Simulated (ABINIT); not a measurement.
# Rh (Fm-3m) in ABINIT: notebook

Aim: see how the results for Rh move with the level of theory and the settings. Levels: PBEsol, PBE, LDA. Tasks: equation of state.

Everything below comes from runs of ABINIT 10.8.3 (patched build). Logs are shortened: lines on timing, memory, paths and dates and some standing lists are left out, and cuts for length are marked. The log counts tension as positive stress, the text compression.

**Experimental background.**

From “Thermal equation of state of rhodium characterized by XRD in a resistively heated diamond anvil cell”, 2024, pmc:11535440, for a bulk crystal of Rh: bulk modulus 264 ± 1 GPa.

The results are compared with them further down.

## 1. The crystal as given

Symmetry: Fm-3m, No. 225, cubic system. Conventional cell: a = 3.796 Å, b = 3.796 Å, c = 3.796 Å, α = 90.00°, β = 90.00°, γ = 90.00°. Around Rh (site symmetry m-3m) lie 12 Rh at 2.68 Å.

## 2. Equation of state, PBEsol

Contents of run.abi:

```
# Datasets: one volume each
ndtset 7
getwfk -1
scalecart1 3*0.9795861087
scalecart2 3*0.9864848297
scalecart3 3*0.9932883884
scalecart4 3*1.0000000000
scalecart5 3*1.0066227096
scalecart6 3*1.0131594038
scalecart7 3*1.0196128224

# Pseudopotentials
pp_dirpath "./"
pseudos "Rh.GGA_PBE-JTH.xml"

# Structure
acell 3*1.0 Angstrom
rprim
     0.0000000000     1.8978500000     1.8978500000
     1.8978500000     0.0000000000     1.8978500000
     1.8978500000     1.8978500000     0.0000000000
ntypat 1
znucl 45
natom 1
typat 1
xred
     0.0000000000     0.0000000000     0.0000000000

# Plane-wave basis
ecut 707.496042 eV
pawecutdg 48.0

# k points
kptopt 1
ngkpt 12 12 12
nshiftk 1
shiftk 0.0 0.0 0.0

# Exchange and correlation
ixc -116133

# Bands and occupations
nband 13
occopt 3
tsmear 0.05 eV

# SCF cycle
nstep 100
tolvrs 1.0e-9

# Output
iomode 3
prtwf 1
prtden 0
prteig 0
prtebands 0
enunit 2
```

Potentials or basis: JTH PAW PBE v2.0.

Run with:

```console
$ abinit run.abi > log 2>&1
```

run.abo:

```text
.Version 10.8.3 of ABINIT
 DATASET    1 : space group Fm -3 m (#225); Bravais cF (face-center cubic)
================================================================================
 Values of the parameters that define the memory need for DATASET  1.
     intxc =       0    ionmov =       0      iscf =      17    lmnmax =      18
     lnmax =       6     mgfft =      24  mpssoang =       3    mqgrid =    3001
     natom =       1  nloc_mem =       2    nspden =       1   nspinor =       1
    nsppol =       1      nsym =      48    n1xccc =       1    ntypat =       1
    occopt =       3   xclevel =       2
       mpw =         560          nfft =       13824          nkpt =          72
 PAW method is used; the additional fine FFT grid is defined by:
   mgfftf=        32    nfftf =     32768
================================================================================
================================================================================
[... 71 lines left out ...]
 DATASET    7 : space group Fm -3 m (#225); Bravais cF (face-center cubic)
================================================================================
 Values of the parameters that define the memory need for DATASET  7.
     intxc =       0    ionmov =       0      iscf =      17    lmnmax =      18
     lnmax =       6     mgfft =      24  mpssoang =       3    mqgrid =    3001
     natom =       1  nloc_mem =       2    nspden =       1   nspinor =       1
    nsppol =       1      nsym =      48    n1xccc =       1    ntypat =       1
    occopt =       3   xclevel =       2
       mpw =         632          nfft =       13824          nkpt =          72
 PAW method is used; the additional fine FFT grid is defined by:
   mgfftf=        36    nfftf =     46656
================================================================================
================================================================================

--------------------------------------------------------------------------------
------------- Echo of variables that govern the present computation ------------
--------------------------------------------------------------------------------
 -outvars: echo values of preprocessed input variables --------
            acell      1.8897261259E+00  1.8897261259E+00  1.8897261259E+00 Bohr
              amu      1.02905500E+02
             ecut      2.60000000E+01 Hartree
           enunit           2
           getwfk          -1
                       outvar_i_n : Printing only first  50 k-points.
              ixc     -116133
           jdtset        1    2    3    4    5    6    7
                       outvar_i_n : Printing only first  50 k-points.
         kptrlatt       12    0    0      0   12    0      0    0   12
          kptrlen1     5.96210490E+01
          kptrlen2     6.00409294E+01
          kptrlen3     6.04550179E+01
          kptrlen4     6.08635101E+01
          kptrlen5     6.12665915E+01
          kptrlen6     6.16644376E+01
          kptrlen7     6.20572153E+01
            natom           1
            nband          13
           ndtset           7
            ngfft          24      24      24
          ngfftdg1         32      32      32
          ngfftdg2         32      32      32
          ngfftdg3         32      32      32
          ngfftdg4         32      32      32
          ngfftdg5         32      32      32
          ngfftdg6         36      36      36
          ngfftdg7         36      36      36
             nkpt          72
            nstep         100
             nsym          48
           ntypat           1
                       prtocc : prtvol=0, do not print more k-points.
           occopt           3
        pawecutdg      4.80000000E+01 Hartree
         pawxcdev           0
           prtden           0
        prtebands           0
           prteig           0
            rprim1     0.0000000000E+00  1.8591074964E+00  1.8591074964E+00
                       1.8591074964E+00  0.0000000000E+00  1.8591074964E+00
                       1.8591074964E+00  1.8591074964E+00  0.0000000000E+00
            rprim2     0.0000000000E+00  1.8722002340E+00  1.8722002340E+00
                       1.8722002340E+00  0.0000000000E+00  1.8722002340E+00
                       1.8722002340E+00  1.8722002340E+00  0.0000000000E+00
            rprim3     0.0000000000E+00  1.8851123679E+00  1.8851123679E+00
                       1.8851123679E+00  0.0000000000E+00  1.8851123679E+00
                       1.8851123679E+00  1.8851123679E+00  0.0000000000E+00
            rprim4     0.0000000000E+00  1.8978500000E+00  1.8978500000E+00
                       1.8978500000E+00  0.0000000000E+00  1.8978500000E+00
                       1.8978500000E+00  1.8978500000E+00  0.0000000000E+00
            rprim5     0.0000000000E+00  1.9104189094E+00  1.9104189094E+00
                       1.9104189094E+00  0.0000000000E+00  1.9104189094E+00
                       1.9104189094E+00  1.9104189094E+00  0.0000000000E+00
            rprim6     0.0000000000E+00  1.9228245745E+00  1.9228245745E+00
                       1.9228245745E+00  0.0000000000E+00  1.9228245745E+00
                       1.9228245745E+00  1.9228245745E+00  0.0000000000E+00
            rprim7     0.0000000000E+00  1.9350721950E+00  1.9350721950E+00
                       1.9350721950E+00  0.0000000000E+00  1.9350721950E+00
                       1.9350721950E+00  1.9350721950E+00  0.0000000000E+00
          spgroup         225
           tolvrs      1.00000000E-09
           tsmear      1.83746611E-03 Hartree
            typat      1
           useylm           1
                       outvars : Printing only first  50 k-points.
            znucl       45.00000

================================================================================

 chkinp: Checking input parameters for consistency, jdtset=   1.

 chkinp: Checking input parameters for consistency, jdtset=   2.
[... 36 lines left out ...]
 getcut: wavevector=  0.0000  0.0000  0.0000  ngfft=  32  32  32
         ecut(hartree)=     48.000   => boxcut(ratio)=   2.06512

--- Pseudopotential description ------------------------------------------------
- pspini: atom type   1  psp file is ./Rh.GGA_PBE-JTH.xml
 Pseudopotential format is: paw10
 basis_size (lnmax)=  6 (lmn_size= 18), orbitals=   0   0   1   1   2   2
 Spheres core radius: rc_sph= 2.21251062
 Shapefunction is SIN type: shapef(r)=[sin(pi*r/rshp)/(pi*r/rshp)]**2
 Radius for shape functions =  2.00372819
 Compensation charge density is not taken into account in XC energy/potential

   3.74318991E+02                                ecore*ucvol(ha*bohr**3)
--------------------------------------------------------------------------------

================================================================================

--- !BeginCycle
iteration_state: {dtset: 1, }
solver: {iscf: 17, nstep: 100, nline: 4, wfoptalg: 10, }
tolerances: {tolvrs: 1.00E-09, }
...
[... 888 lines left out ...]
 getcut: wavevector=  0.0000  0.0000  0.0000  ngfft=  36  36  36
         ecut(hartree)=     48.000   => boxcut(ratio)=   2.24628

 getcut : COMMENT -
  Note that boxcut > 2.2 ; recall that boxcut=Gcut(box)/Gcut(sphere) = 2
  is sufficient for exact treatment of convolution.
  Such a large boxcut is a waste : you could raise ecut
  e.g. ecut=   60.549101 Hartrees makes boxcut=2

--------------------------------------------------------------------------------

-inwffil : will read wavefunctions from disk file runo_DS5_WFK.nc

================================================================================
[... 172 lines left out ...]
 getcut: wavevector=  0.0000  0.0000  0.0000  ngfft=  36  36  36
         ecut(hartree)=     48.000   => boxcut(ratio)=   2.23206

 getcut : COMMENT -
  Note that boxcut > 2.2 ; recall that boxcut=Gcut(box)/Gcut(sphere) = 2
  is sufficient for exact treatment of convolution.
  Such a large boxcut is a waste : you could raise ecut
  e.g. ecut=   59.785062 Hartrees makes boxcut=2

--------------------------------------------------------------------------------

-inwffil : will read wavefunctions from disk file runo_DS6_WFK.nc

================================================================================
[... 140 lines left out ...]
-Cartesian components of stress tensor (GPa)         [Pressure= -1.7554E+01 GPa]
- sigma(1 1)=  1.75537722E+01  sigma(3 2)=  0.00000000E+00
- sigma(2 2)=  1.75537722E+01  sigma(3 1)=  0.00000000E+00
- sigma(3 3)=  1.75537722E+01  sigma(2 1)=  0.00000000E+00

== END DATASET(S) ==============================================================
================================================================================

 -outvars: echo values of variables after computation  --------
            acell      1.8897261259E+00  1.8897261259E+00  1.8897261259E+00 Bohr
           etotal1    -1.1140463717E+02
           etotal2    -1.1140545665E+02
           etotal3    -1.1140582217E+02
           etotal4    -1.1140579364E+02
           etotal5    -1.1140541300E+02
           etotal6    -1.1140470788E+02
           etotal7    -1.1140374137E+02
            fcart1    -0.0000000000E+00 -0.0000000000E+00 -0.0000000000E+00
            fcart2    -0.0000000000E+00 -0.0000000000E+00 -0.0000000000E+00
            fcart3    -0.0000000000E+00 -0.0000000000E+00 -0.0000000000E+00
            fcart4    -0.0000000000E+00 -0.0000000000E+00 -0.0000000000E+00
            fcart5    -0.0000000000E+00 -0.0000000000E+00 -0.0000000000E+00
            fcart6    -0.0000000000E+00 -0.0000000000E+00 -0.0000000000E+00
            fcart7    -0.0000000000E+00 -0.0000000000E+00 -0.0000000000E+00
            rprim1     0.0000000000E+00  1.8591074964E+00  1.8591074964E+00
                       1.8591074964E+00  0.0000000000E+00  1.8591074964E+00
                       1.8591074964E+00  1.8591074964E+00  0.0000000000E+00
[... 17 lines left out ...]
                       1.9350721950E+00  1.9350721950E+00  0.0000000000E+00
           strten1    -5.6969206926E-04 -5.6969206926E-04 -5.6969206926E-04
                       0.0000000000E+00  0.0000000000E+00  0.0000000000E+00
           strten2    -3.1034782504E-04 -3.1034782504E-04 -3.1034782504E-04
                       0.0000000000E+00  0.0000000000E+00  0.0000000000E+00
           strten3    -8.0172923310E-05 -8.0172923310E-05 -8.0172923310E-05
                       0.0000000000E+00  0.0000000000E+00  0.0000000000E+00
           strten4     1.1961248716E-04  1.1961248716E-04  1.1961248716E-04
                       0.0000000000E+00  0.0000000000E+00  0.0000000000E+00
           strten5     3.0149427946E-04  3.0149427946E-04  3.0149427946E-04
                       0.0000000000E+00  0.0000000000E+00  0.0000000000E+00
           strten6     4.5917519101E-04  4.5917519101E-04  4.5917519101E-04
                       0.0000000000E+00  0.0000000000E+00  0.0000000000E+00
           strten7     5.9664058906E-04  5.9664058906E-04  5.9664058906E-04
                       0.0000000000E+00  0.0000000000E+00  0.0000000000E+00
 Calculation completed.
```

Wall time 2 min (1 thread of Arm Neoverse V1, shared host); peak memory 0.14 GiB.

What came out:

```yaml
Equilibrium_volume: 13.51 Å³/atom
Bulk_modulus: 299 GPa
Pressure_derivative_of_the_bulk_modulus: 5.1
```

Energy against volume, from the lowest point:
```csv
volume (Å³/atom),energy (meV/atom)
12.851,32.25
13.125,9.95
13.398,0.00
13.671,0.78
13.945,11.13
14.218,30.32
14.492,56.62
```

Caveat: pressures at fixed basis lie under the slope of the energies; the PAW data sets were made with another functional, which shifts forces and pressure a little.

(Part 1 of 2 ends here.)
